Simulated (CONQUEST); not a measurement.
## CsPbCl3 under changes of volume

One of the cells (35.217 Å³/atom); the others are scaled copies at fixed shape and fractional positions:

```
Pb Cs Cl
1.0
     5.60500    0.00000    0.00000
     0.00000    5.60500    0.00000
     0.00000    0.00000    5.60500
Pb Cs Cl
1 1 3
Direct
  0.50000 0.50000 0.50000
  0.00000 0.00000 0.00000
  0.50000 0.00000 0.50000
  0.50000 0.50000 0.00000
  0.00000 0.50000 0.50000
```

* Program: CONQUEST 1.3
* Functional: PBEsol
* Potentials or basis: PseudoDojo NC PBEsol, DZP, grid of 60 × 60 × 60 points
* k mesh: 5 × 5 × 5
* Occupations: fermi-dirac, width 0.05 eV
* Spin: no spin polarisation

| volume (Å³/atom) | energy over the lowest point (meV/atom) | pressure (GPa) | gap on the mesh (eV) |
| --- | --- | --- | --- |
| 33.104 | 15.61 | 2.2 | 2.78 |
| 33.809 | 7.61 | 1.5 | 2.82 |
| 34.513 | 2.66 | 0.8 | 2.87 |
| 35.217 | ? | ? | ? |
| 35.922 | 0.00 | -0.2 | 2.95 |
| 36.626 | 1.88 | -0.7 | 2.98 |
| 37.330 | 5.81 | -1.1 | 3.01 |

**Question.** What does the run at 35.217 Å³/atom give?

**Answer.** Energy over the lowest point 0.21 meV/atom; pressure 0.3 GPa; gap on the mesh 2.91 eV.

Worked out: A Birch-Murnaghan fit of order 3 (a polynomial in V^(-2/3)) to the other rows has its minimum at 35.62 Å³/atom with B0 = V·E''(V) = 25 GPa and B' = 4.1. It gives 0.13 meV/atom at 35.217 Å³/atom, against the run's 0.21, and -dE/dV = 0.3 GPa, against 0.3. A straight line through the other rows of the gap, of slope 1.95 eV per unit of ln V (its deformation potential), gives 2.90 eV, against the run's 2.91.

Energies are extrapolated to zero smearing.

Caveats: spin-orbit coupling is left out, which as a rule narrows the gap of such compounds by several tenths of an eV; an odd mesh through Γ misses points on the zone boundary, where band edges often lie; the basis of atomic orbitals isn't converged, which shifts pressures, moduli and gaps.
